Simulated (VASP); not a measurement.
Here is a VASP 6.6.1 calculation.

INCAR

```
SYSTEM = CO2
PREC = Accurate
ENCUT = 400
EDIFF = 1E-7
ISMEAR = 0
SIGMA = 0.01
LREAL = .False.
LASPH = .True.
NELM = 60
ALGO = Normal
ISIF = 2
LWAVE = .False.
LCHARG = .False.
GGA = PE
IBRION = 5
NFREE = 2
POTIM = 0.015
NSW = 1
ISYM = 0
```

The input KPOINTS:

```
regular mesh
0
Gamma
  1 1 1
  0 0 0
```

The input POSCAR:

```
CO2                                     
1.0
   12.1554342666      0.0000000000      0.0000000000
    0.0000000000     12.6554342666      0.0000000000
    0.0000000000      0.0000000000     13.1554342666
  O               C             
     2     1
Selective dynamics
Direct
0.4862752546000024  0.5649009669999998  0.4370815808999993  T T T
0.5145193768152326  0.4394677061471589  0.5665627217098559  T T T
0.5003979974479511  0.5021830033952209  0.5018266730889978  T T T
```

Potentials or basis: VASP PAW PBE potentials, release 64 (O, C).

The run is started by

```bash
$ cat potpaw_PBE.64/O/POTCAR potpaw_PBE.64/C/POTCAR > POTCAR
$ mpirun -np 1 vasp_gam > vasp.out
```

**Question.** What does it give for the highest phonon frequency at Γ, LO-TO splitting left out?

**Answer.** 2359 cm⁻¹.

**Question.** Predict the most unstable mode.

**Answer.** 28i cm⁻¹.

Phonon frequencies in cm⁻¹ (negative: imaginary):
```csv
q point,frequencies
"(0.000, 0.000, 0.000)",-28 -4 0 9 11 630 632 1316 2359
```

Caveat: some modes are imaginary; the standard files for N, O and F lose accuracy on very short bonds.
